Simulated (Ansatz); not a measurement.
# SiC: the cost of one run

Method: DFT PBE, scalar-relativistic, in Ansatz 0.2.0.

## 1. Starting point

It takes space group P6_3mc (No. 186, hexagonal). The conventional cell has a = 3.076 Å, b = 3.076 Å, c = 5.048 Å, α = 90.00°, β = 90.00°, γ = 120.00°. Around Si (site symmetry 3m) lie 4 C at 1.87 to 1.94 Å. C (site symmetry 3m) is surrounded by 4 Si at 1.87 to 1.94 Å.

Coordinates:

```
CELL_PARAMETERS angstrom
3.07600 0.00000 0.00000
-1.53800 2.66389 0.00000
0.00000 0.00000 5.04800
ATOMIC_POSITIONS crystal
Si 0.33333 0.66667 0.00000
Si 0.66667 0.33333 0.50000
C 0.33333 0.66667 0.38500
C 0.66667 0.33333 0.88500
```

Atoms are numbered in the order of the input: Si1, Si2, C3, C4.

## 2. The deformed structure

Space group P6_3mc before, P6_3mc after.

## 3. Full-potential LAPW

input.yaml reads:

```yaml
crystal:
  lattice:
    - [3.0759982064, 0.0, 0.0]
    - [-1.5379991032, 2.6638925888, 0.0]
    - [0.0, 0.0, 5.19944]
  atoms:
    - { symbol: Si, position: [0.3333333333, 0.6666666667, 0.0] }
    - { symbol: Si, position: [0.6666666667, 0.3333333333, 0.5] }
    - { symbol: C, position: [0.3333333333, 0.6666666667, 0.385] }
    - { symbol: C, position: [0.6666666667, 0.3333333333, 0.885] }
kpoints:
  mp_grid: { grid: [15, 15, 8] }
  band_path:
    path:
      - [0.0, 0.0, 0.0]
      - [0.5, 0.0, 0.0]
      - [0.3333333333, 0.3333333333, 0.0]
      - [0.0, 0.0, 0.0]
      - [0.0, 0.0, 0.5]
      - [0.5, 0.0, 0.5]
      - [0.3333333333, 0.3333333333, 0.5]
      - [0.0, 0.0, 0.5]
      - [0.5, 0.0, 0.5]
    npoints: 5
scf:
  occupations: { method: fermi_dirac, width: 0.08 }
hamiltonian:
  xc: pbe
  pseudopotentials: { kind: all_electron, lapw: { basis_error: 0.001 } }
output:
  forces: true
  stress: true
  eigenvalues: true
```

Launch:

```bash
$ ansatz run input.yaml --threads 1 --pin off --max-ram 4096MiB --backend cpu --events-out ev --progress --plain --runs-dir out
```

Q: Estimate wall time and peak memory on 1 thread of Intel Xeon Platinum 8375C at 2.90GHz (Ice Lake), shared host.

About 61 s, with a peak of 0.57 GiB.
